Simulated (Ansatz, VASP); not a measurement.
# Two plane-wave programs on As

Contents of INCAR:

```
SYSTEM = As
PREC = Accurate
ENCUT = 520
EDIFF = 1E-6
ISMEAR = -1
SIGMA = 0.1
LREAL = .FALSE.
LASPH = .TRUE.
NELM = 80
ALGO = Normal
ISIF = 2
LWAVE = .FALSE.
LCHARG = .FALSE.
NBANDS = 14
```

File KPOINTS:

```
Automatic mesh
0
G
  9 9 13
  0 0 0
```

Contents of POSCAR:

```
As
1.0
    4.7518084129      0.0000000000      0.0000000000
   -2.3759042065      4.1151867995      0.0000000000
    0.0000000000      0.0000000000      2.7654405761
As
3
Direct
    1.0000000000      1.0000000000      0.0000000000
    0.3333333333      0.6666666667      0.5000000000
    0.6666666667      0.3333333333      0.5000000000
```

Input for Ansatz:

```yaml
crystal:
  lattice:
    - [4.7518084129, 0.0, 0.0]
    - [-2.3759042065, 4.1151867995, 0.0]
    - [0.0, 0.0, 2.7654405761]
  atoms:
    - { symbol: As, position: [1.0, 1.0, 0.0] }
    - { symbol: As, position: [0.3333333333, 0.6666666667, 0.5] }
    - { symbol: As, position: [0.6666666667, 0.3333333333, 0.5] }
hamiltonian:
  xc: lda
  pseudopotentials:
    kind: paw
    azcp:
      As: "pseudopotentials/As.paw.azcp"
basis:
  ecutwfc: 420
  fft_grid_basis: typed
kpoints:
  mp_grid: { grid: [9, 9, 13], shift: [0, 0, 0] }
magnetization:
  spin_polarized: false
scf:
  occupations: { method: fermi_dirac, width: 0.1 }
  lower_state_search: "off"
output:
  stress: true
```

Alike in both runs: task single point; functional LDA; k mesh 9 × 9 × 13; occupations fermi-dirac, width 0.1 eV; no spin polarisation.

|  | VASP | Ansatz |
| --- | --- | --- |
| version | VASP 6.6.1 | Ansatz 0.2.0 |
| potentials or method | VASP PAW LDA potentials, release 64 (As) | plane waves (420 eV) with PAW, scalar-relativistic |
| plane-wave cutoff (eV) | 520 | 420 |
| valence electrons in the cell | 15 | 45 |

```tsv
	VASP	Ansatz	Ansatz less VASP
pressure (GPa)	0.6	0.3	-0.30
largest component of the traceless stress (GPa)	2.17	2.11	-0.067
```

The two sets of potentials don't hold the same shells in valence. Ansatz warned: «pseudo_functional_mismatch».
